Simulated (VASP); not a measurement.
A run of VASP 6.6.1 is set up as follows.

File INCAR:

```
SYSTEM = RbCl
  ALGO = Fast
  EDIFF = 1E-7
  EDIFFG = -0.01
  ENCUT = 600
  GGA = PS
  IBRION = 2
  ISIF = 2
  ISMEAR = 0
  LASPH = .True.
  LCHARG = .False.
  LREAL = .False.
  LWAVE = .False.
  NELM = 80
  NSW = 40
  PREC = Accurate
  SIGMA = 0.03
```

KPOINTS

```
k-points
0
Gamma
  8 8 8
  0 0 0
```

The input POSCAR:

```
RbCl                                    
1.0
    0.0000000000      3.2740000000      3.2740000000
    3.2740000000      0.0000000000      3.2740000000
    3.2740000000      3.2740000000      0.0000000000
  Rb              Cl            
     1     1
Direct
     0.0000000000000000    0.0000000000000000    0.0000000000000000
     0.5000000000000000    0.5000000000000000    0.5000000000000000
```

Potentials or basis: VASP PAW PBE potentials, release 64 (Rb_sv, Cl).

Run with:

```sh
$ cat potpaw_PBE.64/Rb_sv/POTCAR potpaw_PBE.64/Cl/POTCAR > POTCAR
$ mpirun -np 1 vasp_std > vasp.out
```

Task: Estimate the band gap on the k mesh.

Result: 4.89 eV, direct.

Final structure:
```xyz
2
Lattice="0.0000 3.2740 3.2740 3.2740 0.0000 3.2740 3.2740 3.2740 0.0000" Properties=species:S:1:pos:R:3 pbc="T T T"
Rb    0.0000    0.0000    0.0000
Cl    3.2740    3.2740    3.2740
```

Caveat: the relaxation stopped at its first step, so nothing moved. Expect the measured gap to be larger: semilocal functionals such as PBEsol lack the derivative discontinuity.
